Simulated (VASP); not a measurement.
A run of VASP 6.6.1 is set up as follows.

The input INCAR:

```
SYSTEM = H
PREC = Accurate
ENCUT = 520
EDIFF = 1E-7
ISMEAR = -1
SIGMA = 0.05
LREAL = Auto
LASPH = .True.
NELM = 100
ALGO = Normal
ISIF = 2
LWAVE = .False.
LCHARG = .False.
GGA = PS
NBANDS = 26
```

Contents of KPOINTS:

```
Automatic mesh
0
Gamma
  1 1 1
  0 0 0
```

File POSCAR:

```
H
1.0
    6.4633040000      0.0000000000      0.0000000000
    0.0000000000      6.4633040000      0.0000000000
    0.0000000000      0.0000000000      6.4633040000
H
20
Direct
    0.3275414556      0.0759982820      1.2638582372
    0.4379184392      0.1291290028      1.2374321245
    0.7103797067      0.4000121300      0.1659368026
    0.6744538088      0.3873870083      0.2759734031
    1.1231716781      0.0214441406      0.7003229308
    1.1879063711     -0.0682468286      0.7301064595
    0.7653515911      0.0586232676      0.4626735800
    0.7568265395      0.1698047933      0.4956288610
    0.0497887768      0.4435657057     -0.1582162931
    0.0831153849      0.4280163830     -0.2795628985
    0.5743037926     -0.7276154734      0.7845368251
    0.6236438824     -0.6327723406      0.7362333568
   -0.3002024971      0.8380079291      0.1636624240
   -0.2051582287      0.7747121287      0.1318211243
    0.5388111096      0.8008442741      0.6264133638
    0.4871811693      0.8926549022      0.5717663907
   -0.1601348165     -0.2901302492     -0.2671698562
   -0.2690419637     -0.2628222346     -0.2434977529
    0.3109090954     -0.3169895768      0.1831570974
    0.3090834038     -0.2919714128      0.0651679079
```

Potentials or basis: VASP PAW PBE potentials, release 64 (H).

Launch:

```sh
$ cat potpaw_PBE.64/H/POTCAR > POTCAR
$ mpirun -np 1 vasp_gam > vasp.out
```

Predict the pressure.

0.2 GPa.

Estimate the largest force.

1.733 eV/Å.

Predict the band gap on the k mesh.

7.97 eV, direct.

Stress tensor (GPa, compression positive):
```
 0.52 -0.57  0.52
-0.57  0.75 -0.06
 0.52 -0.06 -0.59
```

Caveat: the PAW data sets were made with another functional, which shifts forces and pressure a little. A hybrid or GW would open this gap; PBEsol tends to underestimate it.
